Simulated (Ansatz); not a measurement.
Crystal: Bi2Te3 (Tellurobismuthite).

```
CELL_PARAMETERS angstrom
2.19300 1.26613 10.16567
-2.19300 1.26613 10.16567
0.00000 -2.53226 10.16567
ATOMIC_POSITIONS crystal
Bi 0.60000 0.60000 0.60000
Bi 0.40000 0.40000 0.40000
Te 0.79050 0.79050 0.79050
Te 0.20950 0.20950 0.20950
Te 0.00000 0.00000 0.00000
```

Base run:

- Program: Ansatz 0.2.0
- Functional: BLYP
- Potentials or basis: Ansatz PAW
- Cutoff: 420 eV (not typed: the program's choice for these potentials)
- k mesh: 7 × 7 × 7
- Occupations: fermi-dirac, width 0.05 eV
- Spin: no spin polarisation

Its results: band gap on the k mesh 0.33 eV, direct; pressure 5.4 GPa; largest force 0.060 eV/Å.

Task: The run is repeated on the same cell with these changes: functional from BLYP to revPBE. What comes out?

Result: Band gap on the k mesh 0.33 eV, direct; pressure 2.9 GPa; largest force 0.038 eV/Å.

Caveats: spin-orbit coupling is left out, which as a rule narrows the gap of such compounds by several tenths of an eV; the PAW data sets come from PBE, with cores solved anew for the run's functional, which leaves a small shift of forces and pressure.
